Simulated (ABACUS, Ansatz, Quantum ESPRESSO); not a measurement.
## BaTiO3: bulk modulus by level of theory

Space group Pm-3m (No. 221). a = 4.006 Å, b = 4.006 Å, c = 4.006 Å, α = 90.00°, β = 90.00°, γ = 90.00°
```tsv
atom	site	symmetry	x	y	z
Ba	1b	m-3m	0.5000	0.5000	0.5000
Ti	1a	m-3m	0.0000	0.0000	0.0000
O	3d	4/mm.m	0.0000	0.0000	0.5000
```

```tsv
rung	level	program and potentials	cutoff (eV)	k mesh	smearing	core time	chip	bulk modulus (GPa)	notes
GGA	PBE	Ansatz, Ansatz PAW (earlier soft set)	420	7 × 7 × 7	fermi-dirac 0.05	12 s	Intel Xeon	162.7	-
LDA	LDA	Ansatz, Ansatz PAW	420	7 × 7 × 7	fermi-dirac 0.05	14 s	Intel Xeon	195.1	potentials made for PBE, which Ansatz adapts in part
GGA	PBE	Ansatz, Ansatz PAW	420	7 × 7 × 7	fermi-dirac 0.05	19 s	Arm Neoverse V1	162.8	-
GGA	PBEsol	Ansatz, Ansatz PAW	420	7 × 7 × 7	fermi-dirac 0.05	19 s	Intel Xeon	179.8	potentials made for PBE, which Ansatz adapts in part
meta-GGA	r2SCAN	Ansatz, Ansatz PAW	500	7 × 7 × 7	fermi-dirac 0.05	24 s	Intel Xeon	180.8	potentials made for PBE, which Ansatz adapts in part
GGA	PBEsol	ABACUS, SPMS ONCV 1.0 PBE, plane waves	1143	6 × 6 × 6	fermi-dirac 0.05	3.3 min	Intel Xeon 6975P-C Granite Rapids	180.8	potentials made for PBE; fit through 4 volumes
GGA	PBEsol	Ansatz, all-electron LAPW, scalar-relativistic	-	7 × 7 × 7	fermi-dirac 0.05	3.5 min	Arm Neoverse V2	180.0	-
LDA	LDA	Quantum ESPRESSO, GBRV 1.5 LDA	612	7 × 7 × 7	fermi-dirac 0.05	3.9 min	Arm Neoverse V2	(a)	-
GGA	PBEsol	Quantum ESPRESSO, GBRV 1.5 PBEsol	612	7 × 7 × 7	fermi-dirac 0.05	4.2 min	Arm Neoverse V1	(b)	-
GGA	PBE	Ansatz, all-electron LAPW, scalar-relativistic	-	7 × 7 × 7	fermi-dirac 0.05	6.8 min	Intel Xeon Skylake/Cascade Lake	(c)	-
```

Times are single runs on shared hosts and different chips, so they are rough; meshes, cutoffs and the tasks' sizes weigh on the time. Task: equation of state. All rows: no spin polarisation. Smearing widths are in eV. The cell comes from a database and isn't always the measured one. Meshes differ between rows, which moves values too. Meshes are those of the run's cell of 5 atoms unless a note names another. Runs on faulty files, with rough fits or with known faults for this quantity aren't shown. No row holds spin-orbit coupling.

Task: Estimate the values left out from the other rows.

Result: (a) 195.9 GPa; (b) 180.2 GPa; (c) 162.6 GPa.
